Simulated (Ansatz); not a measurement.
Calculated with Ansatz (gas phase, PBE0-D4/def2-TZVP geometries, no zero-point term in ΔE). CCSD(T)/CBS adds triple-zeta CCSD(T) − MP2 to the extrapolated MP2 energy (def2 sets, frozen cores). Functionals use def2-TZVPP. One conformer a species, not always the lowest.

Consider the formal exchange of groups at the Al–O bond: `[NH2][Al]([OH])[F]` + `CC(=O)O[SiH3]` → `[NH2][Al]([F])[O][SiH3]` + acetic acid.

Is it downhill or uphill in electronic energy at CCSD(T)/CBS, and by how much? (An estimate is asked.)

Computed: Downhill: ΔE = -31.4 kJ/mol.

What do these levels give: revPBE-D4, RPA@PBE/def2-TZVPP, CCSD/def2-SVP, HF/def2-TZVPP, CCSD(T)/def2-TZVPP, SCS-MP2/def2-QZVPP? (Best estimate.)

Computed: revPBE-D4 -28.1, RPA@PBE/def2-TZVPP -32.4, CCSD/def2-SVP -42.4, HF/def2-TZVPP -45.7, CCSD(T)/def2-TZVPP -32.9, SCS-MP2/def2-QZVPP -33.8 kJ/mol.

Largest T1 diagnostic among the species: 0.015.

From PBE to PBE0 (25 % exact exchange), in def2-TZVPP and without D4, ΔE moves by −3.1 kJ/mol. Leaving LDA and LC-ωPBE aside and taking each functional with its dispersion term where it has one, the values, not all of them listed here, spread over 10.9 kJ/mol, from BHLYP-D4 to revPBE-D4.
